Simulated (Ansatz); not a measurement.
**ZnAu: do energies and stresses tell the same story?**

Computed with DFT PBEsol, scalar-relativistic, plane waves, PAW (Ansatz).

Plane waves to 420 eV, a k mesh through Γ of 14×14×14 on the computed 2-atom cell and Gaussian smearing (0.10 eV); no spin polarisation.

Relaxed cell: Pm-3m, a = 3.128 Å, b = 3.128 Å, c = 3.128 Å, α = 90.00°, β = 90.00°, γ = 90.00°, 2 atoms in the primitive cell. Whether it is the stable form of this composition wasn't checked.

Energies at zero smearing and pressures from the stress tensor, at volumes with shape and atoms relaxed:
```json
{"V (Å³/atom)": "13.469", "E − E(first) (meV/atom)": "0.00", "P (GPa)": "25.75"}
{"V (Å³/atom)": "13.928", "E − E(first) (meV/atom)": "-61.34", "P (GPa)": "17.36"}
{"V (Å³/atom)": "14.387", "E − E(first) (meV/atom)": "-100.81", "P (GPa)": "10.43"}
{"V (Å³/atom)": "14.846", "E − E(first) (meV/atom)": "-122.19", "P (GPa)": "4.71"}
{"V (Å³/atom)": "15.306", "E − E(first) (meV/atom)": "-128.71", "P (GPa)": "0.00"}
{"V (Å³/atom)": "15.765", "E − E(first) (meV/atom)": "-122.98", "P (GPa)": "-3.87"}
{"V (Å³/atom)": "16.224", "E − E(first) (meV/atom)": "-107.20", "P (GPa)": "-7.06"}
{"V (Å³/atom)": "16.836", "E − E(first) (meV/atom)": "-73.56", "P (GPa)": "-10.43"}
```

Problem. Check P = −dE/dV between neighbouring volumes, and get the bulk modulus from the pressures alone.

Solution. With 1 eV/Å³ = 160.2 GPa:
```json
{"middle V (Å³/atom)": "13.698", "−ΔE/ΔV (GPa)": "21.405", "mean P (GPa)": "21.555"}
{"middle V (Å³/atom)": "14.158", "−ΔE/ΔV (GPa)": "13.770", "mean P (GPa)": "13.895"}
{"middle V (Å³/atom)": "14.617", "−ΔE/ΔV (GPa)": "7.462", "mean P (GPa)": "7.572"}
{"middle V (Å³/atom)": "15.076", "−ΔE/ΔV (GPa)": "2.274", "mean P (GPa)": "2.357"}
{"middle V (Å³/atom)": "15.535", "−ΔE/ΔV (GPa)": "-1.998", "mean P (GPa)": "-1.937"}
{"middle V (Å³/atom)": "15.994", "−ΔE/ΔV (GPa)": "-5.508", "mean P (GPa)": "-5.468"}
{"middle V (Å³/atom)": "16.530", "−ΔE/ΔV (GPa)": "-8.803", "mean P (GPa)": "-8.746"}
```

The two differ by 0.15 GPa at most. The mean of two end pressures misses the average over a step by about ΔV² P″/12, up to 0.13 GPa here; with that taken off 0.02 GPa remains. Around V = 15.306 Å³/atom, the two neighbours give B = −V ΔP/ΔV = 15.306 × 8.59 / 0.918 = 143.1 GPa, against B0 = 141.9 GPa from the Birch–Murnaghan fit of the energies.

Spin–orbit coupling is left out, which can shift energies with elements as heavy as these.